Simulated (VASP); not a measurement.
Crystal: TiO2.

```
Ti O
1.0
     4.59222    0.00000    0.00000
     0.00000    4.59222    0.00000
     0.00000    0.00000    2.94203
Ti O
2 4
Direct
  0.00000 0.00000 0.00000
  0.50000 0.50000 0.50000
  0.30430 0.30430 0.00000
  0.19570 0.80430 0.50000
  0.69570 0.69570 0.00000
  0.80430 0.19570 0.50000
```

Base run:

```yaml
Program: VASP 6.6.1
Functional: TB-mBJ
Potentials_or_basis: VASP PAW PBE potentials, release 64 (Ti_sv, O)
Cutoff: 520 eV
k_mesh: 6 × 6 × 10
Occupations: gaussian, width 0.02 eV
Spin: no spin polarisation
```

Its results: band gap on the k mesh 2.73 eV, indirect (least direct gap 2.74 eV).

Question: The run is repeated on the same cell with these changes: functional from TB-mBJ to PBEsol. What comes out?

Answer: Band gap on the k mesh 1.83 eV, direct.
